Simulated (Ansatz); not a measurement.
# A series in volume scale on Sc

All results are calculated (Ansatz 0.2.0). Periodic Kohn-Sham DFT of a crystal at fixed atoms, scaled to volume_scale times the given cell; pressure positive in compression, energy less spherical unpolarised free atoms, largest_vzz the field gradient of largest size among the nuclei.

The cell before it is scaled or strained (space group I4/mmm, No. 139):
```
CELL_PARAMETERS angstrom
-1.91720 1.91720 1.71760
1.91720 -1.91720 1.71760
1.91720 1.91720 -1.71760
ATOMIC_POSITIONS crystal
Sc 0.00000 0.00000 0.00000
```

Settings of every row: method all-electron LAPW; functional LDA; relativity scalar; k mesh 13x13x13; filling fermi-dirac; smearing width 0.03 eV; basis error target 1 meV/atom; nucleus gaussian.

Atom start moment: 0 on all atoms.

Limits: the cell comes from a prototype or a list of computed structures and needn't be the stable phase.

| row | volume scale | V (Å³/atom) | pressure (GPa) | energy less free atoms (eV/atom) |
| --- | --- | --- | --- | --- |
| 1 | 0.9405 | 23.751 | -2.666 | -4.9876 |
| 2 | 0.98 | 24.748 | -4.586 | -4.9648 |
| 3 | 1 | 25.253 | ? | ? |
| 4 | 1.02 | 25.758 | -6.192 | -4.9307 |
| 5 | 1.06 | 26.768 | -7.514 | -4.8873 |

Question: what pressure and energy less free atoms should row 3 give?

Worked fit of pressure. Take u = (V_r/V)^(2/3) − 1 with V_r = 25.253 Å³ an atom, which is twice the finite (Eulerian) strain; such expansions in the strain, on which the Birch-Murnaghan equation of state is built, carry the rest volume and the bulk modulus. The shown rows have u = 0.04173, 0.01356, -0.01311, -0.0381. Least squares give pressure = −5.4281 + 60.203 × u + 143.32 × u² GPa; a straight line predicts inner rows, each left out in turn, worse (root mean square 0.14 against 0.0015 GPa). The rows lie off it by 0.000, -0.001, 0.001, 0.000. The withheld row has u = 0, so the fit gives −5.4281 + 60.203 × (0) + 143.32 × (0)² = -5.428 GPa.

The calculation gave -5.428 GPa. The fit meets it to the printed digit.

Worked fit of energy less free atoms. Take u = (V_r/V)^(2/3) − 1 with V_r = 25.253 Å³ an atom, which is twice the finite (Eulerian) strain; such expansions in the strain, on which the Birch-Murnaghan equation of state is built, carry the rest volume and the bulk modulus. The shown rows have u = 0.04173, 0.01356, -0.01311, -0.0381. Least squares give energy less free atoms = −4.94901 − 1.2874 × u + 8.701 × u² eV/atom; a straight line predicts inner rows, each left out in turn, worse (root mean square 0.0088 against 0.00015 eV/atom). The rows lie off it by 0.0000, 0.0001, -0.0001, 0.0000. The withheld row has u = 0, so the fit gives −4.94901 − 1.2874 × (0) + 8.701 × (0)² = -4.9490 eV/atom.

The calculation gave -4.949 eV/atom. The fit meets it to the printed digit.
